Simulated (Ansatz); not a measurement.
Input and command of a calculation in Ansatz (plane waves; scalar-relativistic PAW potentials unless the input names others):

```yaml
crystal:
  lattice:
    - [2.9064232872, 0.0, 0.0]
    - [-1.4532116436, 2.5170364009, 0.0]
    - [0.0, 0.0, 24.492338707]
  atoms:
    - { symbol: Ti, position: [0.6666666667, 0.3333333333, 0.3114246922] }
    - { symbol: Ti, position: [0.3333333333, 0.6666666667, 0.4016111809] }
    - { symbol: Ti, position: [0.0, 0.0, 0.4999999672] }
    - { symbol: Ti, position: [0.6666666667, 0.3333333333, 0.5983888362] }
    - { symbol: Ti, position: [0.3333333333, 0.6666666667, 0.6885753235] }
basis:
  ecutwfc: 500
kpoints:
  mp_grid: { grid: [12, 12, 1] }
hamiltonian:
  xc: r2scan
scf:
  occupations: { method: fermi_dirac, width: 2.0 }
  max_iter: 80
output:
  forces: true
  eigenvalues: true
efield:
  axis: 3
  dipole_correction: true
  ramp_width: 0.04
```

```bash
ansatz run input.yaml --threads 1 --pin off --max-ram 2560MiB --backend cpu --events-out ev --progress --plain --runs-dir out
```

Abridged log:
```
band count auto-derived: 114 (N_el = 60.0; filled up to band 30; 36 by the electrons, moments and atoms)
Pseudopotentials: kind: paw
Pseudopotential: Ti, paw, valence charge 12, recommended cutoff 500 eV (meta_gga)
Functional definition: r2SCAN
Crystal: 5 atoms, lattice volume = 179.175 Å³
Basis set: ecut = 500 eV, 4529 PW (Γ), exchange–correlation on 96×96×720 points (64 copies of the dense FFT grid, shifted against one another)
Bands: 114, of which v1, the nominal top of the filled ones, is band 30 counted from 1 (29 counted from 0)
Symmetry: 6 space group operations
k-points: 19 of 144 (time reversal used)
Initial density: superposition of atomic densities (neutral atoms: chi_scale 0, normalization atom), corrected by the library's trained network
Initial wavefunctions: pseudopotential atomic-orbital guess
Functional: x = r2scan, c = r2scan; τ floored in thin density (d = 2e-4 eV/Å³)
SCF iter   1: F=—  HF=-12558.829409 eV  |F-HF|=—  |Δ(HF+E_count)|=         —  Δρ=3.46e-2  dr2=3.74e0  dr2_τ=1.30e-1  ethr=1.77e-3  p= 0.000 e·Å  D=-5.77e-9 V/Å  ΔV_dip=0.00 eV  dr2_dipole=1.82e-11  V_vac-E_F(+/−)=4.80/4.80 eV  ⟨swp⟩=11.6  Hψ=15870  notcnv=0
efield: sawtooth ramp at fractional position 0.9800 (placed from the atoms, in the widest stretch of the axis that holds none; the zero of the levels goes with the place), width 0.0400; the density the first Hamiltonian is built on has a dipole p =  0.000 e·Å; the dipole correction subtracts the counter field D = -5.77e-9 V/Å, which shifts the + side's vacuum level by +0.00 eV against the − side's; the planar-averaged density in the ramp window peaks in size at 1.2e-4 e/Å³
SCF iter   2: F=—  HF=-12558.441006 eV  |F-HF|=—  |Δ(HF+E_count)|=   3.88e-1  Δρ=2.46e-2  dr2=8.76e-1  dr2_τ=8.05e-2  ethr=1.77e-3  p=0.000 e·Å  D=5.76e-6 V/Å  ΔV_dip= 0.00 eV  dr2_dipole=4.08e-9  V_vac-E_F(+/−)=6.55/6.55 eV  ⟨swp⟩=2.0  Hψ=3639  notcnv=0
SCF iter   3: F=—  HF=-12558.255677 eV  |F-HF|=—  |Δ(HF+E_count)|=   1.85e-1  Δρ=5.30e-3  dr2=1.08e-1  dr2_τ=3.29e-3  ethr=1.46e-3  p=0.000 e·Å  D=7.20e-6 V/Å  ΔV_dip= 0.00 eV  dr2_dipole=2.34e-9  V_vac-E_F(+/−)=7.15/7.16 eV  ⟨swp⟩=3.0  Hψ=4073  notcnv=0
SCF iter   4: F=—  HF=-12558.227883 eV  |F-HF|=—  |Δ(HF+E_count)|=   2.78e-2  Δρ=1.34e-3  dr2=4.71e-3  dr2_τ=3.32e-4  ethr=1.81e-4  p=0.000 e·Å  D=4.38e-6 V/Å  ΔV_dip= 0.00 eV  dr2_dipole=5.98e-10  V_vac-E_F(+/−)=7.88/7.89 eV  ⟨swp⟩=2.0  Hψ=2639  notcnv=0
SCF iter   5: F=—  HF=-12558.226622 eV  |F-HF|=—  |Δ(HF+E_count)|=   1.26e-3  Δρ=4.53e-4  dr2=4.07e-4  dr2_τ=3.93e-5  ethr=7.84e-6  p=0.000 e·Å  D=9.83e-7 V/Å  ΔV_dip= 0.00 eV  dr2_dipole=2.22e-11  V_vac-E_F(+/−)=8.06/8.08 eV  ⟨swp⟩=2.9  Hψ=3773  notcnv=0
SCF iter   6: F=—  HF=-12558.226582 eV  |F-HF|=—  |Δ(HF+E_count)|=   3.98e-5  Δρ=9.19e-5  dr2=3.76e-5  dr2_τ=7.70e-7  ethr=6.79e-7  p=0.000 e·Å  D=4.18e-7 V/Å  ΔV_dip= 0.00 eV  dr2_dipole=1.15e-12  V_vac-E_F(+/−)=8.07/8.09 eV  ⟨swp⟩=3.6  Hψ=4042  notcnv=0
SCF iter   7: F=—  HF=-12558.226517 eV  |F-HF|=—  |Δ(HF+E_count)|=   6.52e-5  Δρ=4.10e-5  dr2=5.08e-6  dr2_τ=1.39e-7  ethr=6.26e-8  p=0.000 e·Å  D=5.40e-8 V/Å  ΔV_dip= 0.00 eV  dr2_dipole=2.27e-14  V_vac-E_F(+/−)=8.07/8.09 eV  ⟨swp⟩=4.0  Hψ=4271  notcnv=0
SCF iter   8: F=—  HF=-12558.226519 eV  |F-HF|=—  |Δ(HF+E_count)|=   1.76e-6  Δρ=1.20e-5  dr2=3.42e-7  dr2_τ=2.88e-8  ethr=8.46e-9  p= 0.000 e·Å  D=-4.50e-8 V/Å  ΔV_dip=0.00 eV  dr2_dipole=6.18e-16  V_vac-E_F(+/−)=8.07/8.09 eV  ⟨swp⟩=4.0  Hψ=4571  notcnv=0
SCF iter   9: F=-12558.226518 eV  HF=-12558.226518 eV  |F-HF|=1.69e-8  |Δ(HF+E_count)|=   9.58e-7  Δρ=2.53e-6  dr2=2.25e-8  dr2_τ=3.50e-10  ethr=1.67e-10  p= 0.000 e·Å  D=-3.44e-8 V/Å  ΔV_dip=0.00 eV  dr2_dipole=2.21e-14  V_vac-E_F(+/−)=8.07/8.09 eV  ⟨swp⟩=13.3  Hψ=12022  notcnv=0
SCF 1 converged in 9 iterations: F = -12558.226518 eV  dr2 = 2.25e-8
SCF converged after 9 iterations
Free energy (F): -12558.226518 eV
Harris-Foulkes:  -12558.226518 eV  (|F-HF|=1.69e-8)
Internal energy: -12496.502730 eV  (E = F + TS)
E sigma→0 (E₀):  -12527.364624 eV
Entropy (-TS):   -61.723787 eV (-12344.757 meV/atom)
Fermi energy:    2.849697 eV
Dipole field:    D = 0.000000 V/Å  (p = 0.000000 e·Å, saw-weighted, corrected)
Work function:   Φ+ = 8.0733 eV (in doubt: plateau slope 2.0e-1 eV/Å)   Φ− = 8.0913 eV (in doubt: plateau slope 1.8e-1 eV/Å)
Levels:          The Fermi level and band energies are counted from a zero that moves with the ramp; work functions are not
Vacuum region:   at the solve's end the planar-averaged density reaches 7.14e-4 e/Å³ inside the ramp window [0.9392, 0.0608] (bound 1e-5 e/Å³)
--- Forces (eV/Å), atoms counted from 1 ---
  atom   1  Ti     0.00000000     0.00000000    -2.51204716
  atom   2  Ti     0.00000000     0.00000000     0.96654504
  atom   3  Ti     0.00000000     0.00000000     0.00000859
  atom   4  Ti     0.00000000     0.00000000    -0.96655380
  atom   5  Ti     0.00000000     0.00000000     2.51204727
```

**Question.** What is wrong with this input?

**Answer.** The fault is a smearing of electronvolts (scf.occupations: {"method": "gaussian", "width": 0.1} → {"method": "fermi_dirac", "width": 2.0}, the first being the value of the sound run). Setting it back cures it. The log, from which this was withheld above, says: «WARN: efield: at this solve's end the planar-averaged density reaches 7.14e-4 e/Å³ inside the ramp window [0.9392, 0.0608] (bound 1e-5 e/Å³); the window's nearer edge stands 6.14 Å from this solve's nearest atom along the axis. Its work functions, free energy, forces, stress, dipole, levels and responses can be off …» The run converged all the same, with an energy at zero smearing 1.5 eV/atom below the reference's, largest force 2.512 eV/Å, no gap on the mesh, so convergence alone doesn't show that an input is right. A reference run on usual settings, whose relaxation ended at this geometry, converged, and the end of its own relaxation has largest force 0.001 eV/Å, no gap on the mesh.

Time: 33 s on 1 thread of Intel(R) Xeon(R) 6975P-C (Granite Rapids), on a shared host, peak memory 1 GiB.